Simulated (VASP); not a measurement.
# SnSe in VASP: reference runs

How does SnSe come out in PBE? The cell is run as given.

Program: VASP 6.6.1. These are calculated values, not measurements. Logs are shortened: lines on timing, memory, paths and dates and some standing lists are left out, and cuts for length are marked.

### Step 1. The undisturbed slab

The cell holds a slab with vacuum, 8 atoms: a = 4.257 Å, b = 4.257 Å, c = 24.030 Å, α = 90.00°, β = 90.00°, γ = 90.00°.

### Step 2. Single point, PBE (the (1 0 0) slab of SnSe, cut from the database cell, not relaxed)

File INCAR:

```
SYSTEM = SnSe
PREC     = Accurate       ! precision mode
ENCUT    = 520            ! plane-wave cutoff, eV
EDIFF    = 1E-7           ! SCF threshold, eV
ISMEAR   = -1             ! smearing method
SIGMA    = 0.05           ! smearing width, eV
LREAL    = .FALSE.        ! projectors in reciprocal space
LASPH    = .TRUE.         ! aspherical terms in the spheres
NELM     = 60             ! most SCF steps
ALGO     = Normal         ! electronic algorithm
ISIF     = 2              ! what is computed and relaxed
LWAVE    = .FALSE.        ! write WAVECAR
LCHARG   = .TRUE.         ! write CHGCAR
LDIPOL   = .TRUE.       
IDIPOL   = 3            
DIPOL    = 0.5 0.5 0.500
GGA      = PE             ! functional
LELF     = .TRUE.         ! ELF
LVHAR    = .TRUE.       
LVACPOTAV= .TRUE.       
NBANDS   = 50             ! bands
```

File KPOINTS:

```
regular mesh
0
G
  6 6 1
  0 0 0
```

File POSCAR:

```
SnSe
1.0
    4.2567828227      0.0000000000      0.0000000000
    0.0000000000      4.2567828227      0.0000000000
    0.0000000000      0.0000000000     24.0300000000
Sn Se
4 4
Direct
    0.5000000000      0.5000000000      0.3121098627
    0.0000000000      0.0000000000      0.4373699542
    0.5000000000      0.5000000000      0.5626300458
    0.0000000000      0.0000000000      0.6878901373
    0.0000000000      0.0000000000      0.3121098627
    0.5000000000      0.5000000000      0.4373699542
    0.0000000000      0.0000000000      0.5626300458
    0.5000000000      0.5000000000      0.6878901373
```

Potentials or basis: VASP PAW PBE potentials, release 64 (Sn_d, Se).

Launch:

```sh
cat potpaw_PBE.64/Sn_d/POTCAR potpaw_PBE.64/Se/POTCAR > POTCAR
mpirun -np 1 vasp_std > vasp.out
```

OUTCAR:

```text
SYSTEM = SnSe
   PREC = Accurate
   ENCUT = 520
   EDIFF = 1E-7
   ISMEAR = -1
   LREAL = .FALSE.
   LASPH = .TRUE.
   NELM = 60
   ISIF = 2
   GGA = PE

 ion  position               nearest neighbor table
   1  0.500  0.500  0.312-   6 3.01   5 3.01   5 3.01   5 3.01   5 3.01
   2  0.000  0.000  0.437-   5 3.01   6 3.01   6 3.01   6 3.01   6 3.01   7 3.01
   3  0.500  0.500  0.563-   8 3.01   7 3.01   7 3.01   7 3.01   7 3.01   6 3.01
   4  0.000  0.000  0.688-   7 3.01   8 3.01   8 3.01   8 3.01   8 3.01
   5  0.000  0.000  0.312-   2 3.01   1 3.01   1 3.01   1 3.01   1 3.01
   6  0.500  0.500  0.437-   1 3.01   2 3.01   2 3.01   2 3.01   2 3.01   3 3.01
   7  0.000  0.000  0.563-   4 3.01   3 3.01   3 3.01   3 3.01   3 3.01   2 3.01
   8  0.500  0.500  0.688-   3 3.01   4 3.01   4 3.01   4 3.01   4 3.01

  LATTYP: Found a simple tetragonal cell.
 ALAT       =     4.2567828227
 C/A-ratio  =     5.6451082897

  Lattice vectors:

 A1 = (   4.2567828227,   0.0000000000,   0.0000000000)
 A2 = (   0.0000000000,   4.2567828227,   0.0000000000)
 A3 = (   0.0000000000,   0.0000000000,  24.0300000000)

Analysis of symmetry for initial positions (statically):
=====================================================================
 Subroutine PRICEL returns:
 Original cell was already a primitive cell.

 Routine SETGRP: Setting up the symmetry group for a
 simple tetragonal supercell.

 Subroutine GETGRP returns: Found 16 space group operations
 (whereof  8 operations were pure point group operations)
 out of a pool of 16 trial point group operations.

The static configuration has the point symmetry C_4v.
 The point group associated with its full space group is D_4h.

Analysis of symmetry for dynamics (positions and initial velocities):
=====================================================================
 Subroutine PRICEL returns:
 Original cell was already a primitive cell.

 Routine SETGRP: Setting up the symmetry group for a
 simple tetragonal supercell.

 Subroutine GETGRP returns: Found 16 space group operations
 (whereof  8 operations were pure point group operations)
 out of a pool of 16 trial point group operations.

The dynamic configuration has the point symmetry C_4v.
 The point group associated with its full space group is D_4h.

 Subroutine INISYM returns: Found 16 space group operations
 (whereof  8 operations are pure point group operations),
 and found     1 'primitive' translations

----------------------------------------------------------------------------------------

                                     Primitive cell

  volume of cell :     435.4284

  direct lattice vectors                    reciprocal lattice vectors
     4.256782823  0.000000000  0.000000000     0.234919196  0.000000000  0.000000000
     0.000000000  4.256782823  0.000000000     0.000000000  0.234919196  0.000000000
     0.000000000  0.000000000 24.030000000     0.000000000  0.000000000  0.041614648

  length of vectors
     4.256782823  4.256782823 24.030000000     0.234919196  0.234919196  0.041614648

  position of ions in fractional coordinates (direct lattice)
     0.500000000  0.500000000  0.312109863
     0.000000000  0.000000000  0.437369954
     0.500000000  0.500000000  0.562630046
     0.000000000  0.000000000  0.687890137
     0.000000000  0.000000000  0.312109863
     0.500000000  0.500000000  0.437369954
     0.000000000  0.000000000  0.562630046
     0.500000000  0.500000000  0.687890137

  ion indices of the primitive-cell ions
   primitive index   ion index
                 1           1
                 2           2
                 3           3
                 4           4
                 5           5
                 6           6
                 7           7
                 8           8

----------------------------------------------------------------------------------------

 KPOINTS: regular mesh

Automatic generation of k-mesh.
 Grid dimensions read from file:
 generate k-points for:    6    6    1

 Generating k-lattice:

  Cartesian coordinates                     Fractional coordinates (reciprocal lattice)
     0.039153199  0.000000000  0.000000000     0.166666667  0.000000000  0.000000000
     0.000000000  0.039153199  0.000000000     0.000000000  0.166666667  0.000000000
     0.000000000  0.000000000  0.041614648     0.000000000  0.000000000  1.000000000

  Length of vectors
     0.039153199  0.039153199  0.041614648

  Shift w.r.t. Gamma in fractional coordinates (k-lattice)
     0.000000000  0.000000000  0.000000000

 Subroutine IBZKPT returns following result:
 ===========================================

 Found     10 irreducible k-points:

 Following reciprocal coordinates:
            Coordinates               Weight
  0.000000  0.000000  0.000000      1.000000
  0.166667  0.000000  0.000000      4.000000
  0.333333  0.000000  0.000000      4.000000
  0.500000  0.000000  0.000000      2.000000
  0.166667  0.166667  0.000000      4.000000
  0.333333  0.166667  0.000000      8.000000
  0.500000  0.166667  0.000000      4.000000
  0.333333  0.333333  0.000000      4.000000
  0.500000  0.333333  0.000000      4.000000
  0.500000  0.500000  0.000000      1.000000
   k-points           NKPTS =     10   k-points in BZ     NKDIM =     10   number of bands    NBANDS=     50
   number of dos      NEDOS =    301   number of ions     NIONS =      8
   total plane-waves  NPLWV = 184320
   dimension x,y,z NGX =    32 NGY =   32 NGZ =  180
   dimension x,y,z NGXF=    64 NGYF=   64 NGZF=  360
   ions per type =               4   4
   NGX,Y,Z   is equivalent  to a cutoff of  12.50, 12.50, 12.45 a.u.
   NGXF,Y,Z  is equivalent  to a cutoff of  24.99, 24.99, 24.91 a.u.
 SYSTEM =  SnSe
   PREC   = accura    normal or accurate (medium, high low for compatibility)
   ISTART =      0    job   : 0-new  1-cont  2-samecut
   ICHARG =      2    charge: 1-file 2-atom 10-const
   ISPIN  =      1    spin polarized calculation?
   LNONCOLLINEAR =      F non collinear calculations
   LSORBIT =      F    spin-orbit coupling
   LASPH  =      T    aspherical Exc in radial PAW
   ENCUT  =  520.0 eV  38.22 Ry    6.18 a.u.   7.91  7.91 44.68*2*pi/ulx,y,z
   NELM   =     60;   NELMIN=  2; NELMDL= -5     # of ELM steps
   EDIFF  = 0.1E-06   stopping-criterion for ELM
   LREAL  =      F    real-space projection
   EDIFFG = 0.1E-05   stopping-criterion for IOM
   NSW    =      0    number of steps for IOM
   IBRION =     -1    ionic relax: 0-MD 1-quasi-New 2-CG
   NFREE  =      0    steps in history (QN), initial steepest desc. (CG)
   ISIF   =      2    stress and relaxation
   ISYM   =      2    0-nonsym 1-usesym 2-fastsym
   POTIM  = 0.5000    time-step for ionic-motion
   TEBEG  =    0.0;   TEEND  =   0.0 temperature during run
   PSTRESS=    0.0 pullay stress
   NELECT =      80.0000    total number of electrons
   NUPDOWN=      -1.0000    fix difference up-down
   EMIN   =  10.00;   EMAX   =-10.00  energy-range for DOS
   EFERMI =   0.00;   METHOD = LEGACY
   ISMEAR =    -1;   SIGMA  =   0.05  broadening in eV -4-tet -1-fermi 0-gaus
   EFERMI_NEDOS =   21; number of points for ismear=-14 and -15
   IALGO  =     38    algorithm
   IMIX   =      4    mixing-type and parameters
     AMIX     =   0.40;   BMIX     =  1.00
     AMIX_MAG =   1.60;   BMIX_MAG =  1.00
  volume/ion in A,a.u.               =      54.43       367.30
  Fermi-wavevector in a.u.,A,eV,Ry     =   0.930678  1.758726 11.784832  0.866161
  Thomas-Fermi vector in A             =   2.057091
   LORBIT       =      0    0 simple, 1 ext, 2 COOP (PROOUT), +10 PAW based schemes
   GGA     = PE    functional components
   LHFCALC =     F    Hartree Fock is set to
   AEXX    =    0.0000 exact exchange contribution
   IVDW    =     0    specifies the selected vdW correction
   LEPSILON=     F    determine dielectric tensor
   LRPA    =     F    only Hartree local field effects (RPA)
 non-spin polarized calculation
  energy-cutoff  :      520.00
  volume of cell :      435.43
 maximum number of plane-waves:     11765
 NGX is ok and might be reduce to    32
   NGX = 15   NGY = 15   NGZ = 89

 dipolmoment           0.000000      0.000000     -0.000000 electrons x Angstroem

 number of electron      80.0000002 magnetization

 dipolmoment           0.000000      0.000000      0.000000 electrons x Angstroem

 Free energy of the ion-electron system (eV)
  ---------------------------------------------------
  ext. energy  EPLUGINS =         0.00000000
  ---------------------------------------------------
  free energy    TOTEN  =       -32.39792598 eV

  energy without entropy =      -32.39765621  energy(sigma->0) =      -32.39779110

 E-fermi :   0.9467     XC(G=0):  -5.3409

 val. band max:        0.6232419034   @ k =   0.5000   0.0000   0.0000
 cond. band min:       1.2753714045   @ k =   0.5000   0.0000   0.0000
 fundamental gap:      0.6521295012
 Fermi energy:         0.9467020627

 k-point     1 :       0.0000    0.0000    0.0000
  band No.  band energies     occupation
      1     -21.0202      2.00000
      2     -21.0201      2.00000
      3     -20.9899      2.00000
      4     -20.9899      2.00000
      5     -20.9899      2.00000
      6     -20.9899      2.00000
[... 42 lines left out ...]
     49       5.0466      0.00000
     50       5.1782      0.00000

 k-point     2 :       0.1667    0.0000    0.0000
  band No.  band energies     occupation
      1     -21.0184      2.00000
      2     -21.0183      2.00000
      3     -20.9908      2.00000
      4     -20.9908      2.00000
      5     -20.9898      2.00000
      6     -20.9898      2.00000
[... 416 lines left out ...]
 k-point    10 :       0.5000    0.5000    0.0000
  band No.  band energies     occupation
      1     -21.0084      2.00000
      2     -21.0084      2.00000
      3     -20.9931      2.00000
      4     -20.9931      2.00000
      5     -20.9931      2.00000
      6     -20.9931      2.00000
[... 42 lines left out ...]
     49       5.8244      0.00000
     50       5.8244      0.00000

------------------------ aborting loop because EDIFF is reached ----------------------------------------

  FORCE on cell =-STRESS in cart. coord.  units (eV):
  Direction    XX          YY          ZZ          XY          YZ          ZX
  --------------------------------------------------------------------------------------
  -------------------------------------------------------------------------------------
  Total        0.1364669      0.1364669     -2.5107519      0.0000000      0.0000000      0.0000000
  in kB        0.5021357      0.5021357     -9.2384184      0.0000000      0.0000000      0.0000000
  external PRESSURE =      -2.7447157 kB  Pullay stress =       0.0000000 kB

 VOLUME and BASIS-vectors are now :
 -----------------------------------------------------------------------------
  energy-cutoff  :      520.00
  volume of cell :      435.43
      direct lattice vectors                 reciprocal lattice vectors
     4.256782823  0.000000000  0.000000000     0.234919196  0.000000000  0.000000000
     0.000000000  4.256782823  0.000000000     0.000000000  0.234919196  0.000000000
     0.000000000  0.000000000 24.030000000     0.000000000  0.000000000  0.041614648

 POSITION                                       TOTAL-FORCE (eV/Angst)
 -----------------------------------------------------------------------------------
      2.12839      2.12839      7.50000         0.000000      0.000000      0.366503
      0.00000      0.00000     10.51000        -0.000000     -0.000000     -0.445623
      2.12839      2.12839     13.52000        -0.000000      0.000000      0.445623
      0.00000      0.00000     16.53000        -0.000000     -0.000000     -0.366503
      0.00000      0.00000      7.50000        -0.000000      0.000000      0.209493
      2.12839      2.12839     10.51000        -0.000000     -0.000000     -0.467416
      0.00000      0.00000     13.52000        -0.000000      0.000000      0.467416
      2.12839      2.12839     16.53000        -0.000000     -0.000000     -0.209493
 -----------------------------------------------------------------------------------
    total drift:                                0.000000     -0.000000     -0.000000

  FREE ENERGIE OF THE ION-ELECTRON SYSTEM (eV)
  ---------------------------------------------------
  free  energy   TOTEN  =       -32.3979259835 eV

  energy  without entropy=      -32.3976562075  energy(sigma->0) =      -32.39779110

 vacuum level on the upper side and lower side of the slab         4.848         4.848
```

It took 3.9 min on 1 thread of AMD EPYC 9R45 (Zen 5), shared host; peak memory 0.47 GiB.

What came out:

- Free energy: -32.3979 eV
- Largest force: 0.467 eV/Å
- Band gap on the k mesh: 0.65 eV, direct
- Ionisation potential of the upper face: 4.22 eV

Forces in eV/Å, atoms in the order of the input:
```
Sn   0.000  0.000  0.367
Sn   0.000  0.000 -0.446
Sn   0.000  0.000  0.446
Sn   0.000  0.000 -0.367
Se   0.000  0.000  0.209
Se   0.000  0.000 -0.467
Se   0.000  0.000  0.467
Se   0.000  0.000 -0.209
```

Caveat: spin-orbit coupling is left out, which moves the levels of the heavy elements.
